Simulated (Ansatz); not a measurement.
# CaSe: a single-point run

Wanted: a converged single-point run for CaSe, and a check of what comes out. The structure is shown as the input types it. The cell is built on a prototype (zincblende) and needn't be the phase found in nature.

Method: density functional or hybrid calculation with the settings of its input, plane waves (as first typed), in Ansatz 0.2.0.

3 further runs of the same task are left out: 1 for a known fault of the program, 2 that didn't finish.

## 1. Starting point

It takes space group F-43m (No. 216, cubic). Conventional cell: a = 6.559 Å, b = 6.559 Å, c = 6.559 Å, α = 90.00°, β = 90.00°, γ = 90.00°. Ca (site symmetry -43m) has 4 Se at 2.84 Å as nearest neighbours. Around Se (site symmetry -43m) lie 4 Ca at 2.84 Å.

As a file:

```xyz
2
Lattice="0.0000 3.2796 3.2796 3.2796 0.0000 3.2796 3.2796 3.2796 0.0000" Properties=species:S:1:pos:R:3 pbc="T T T"
Ca    0.0000    0.0000    0.0000
Se    1.6398    1.6398    1.6398
```

## 2. Running it

File input.yaml:

```yaml
crystal:
  lattice:
    - [0.0, 3.2795613661, 3.2795613661]
    - [3.2795613661, 0.0, 3.2795613661]
    - [3.2795613661, 3.2795613661, 0.0]
  atoms:
    - { symbol: Ca, position: [0.0, 0.0, 0.0] }
    - { symbol: Se, position: [0.25, 0.25, 0.25] }
kpoints:
  mp_grid: { grid: [4, 4, 4] }
hamiltonian:
  xc: pbe
scf:
  occupations: { method: fixed }
  n_extra_bands: 4
  max_iter: 98
output:
  forces: true
  stress: true
  eigenvalues: true
basis:
  ecutwfc: 120
```

Launch:

```console
ansatz run input.yaml --threads 4 --pin off --max-ram 3686MiB --backend cpu --events-out ev --progress --plain --runs-dir out
```

**Question.** How will this run end, and is anything wrong with its input?

The run converged and reported no error, with warnings (cutoff below recommended). Its log warns: «basis.ecutwfc = 120 eV is below the records' recommended 420 eV ...»

Look at the input: basis.ecutwfc is 120. With so few plane waves the basis is incomplete by a wide margin. The potentials' recommended cutoff is 420 eV.

The test: delete basis.ecutwfc (the default then holds).
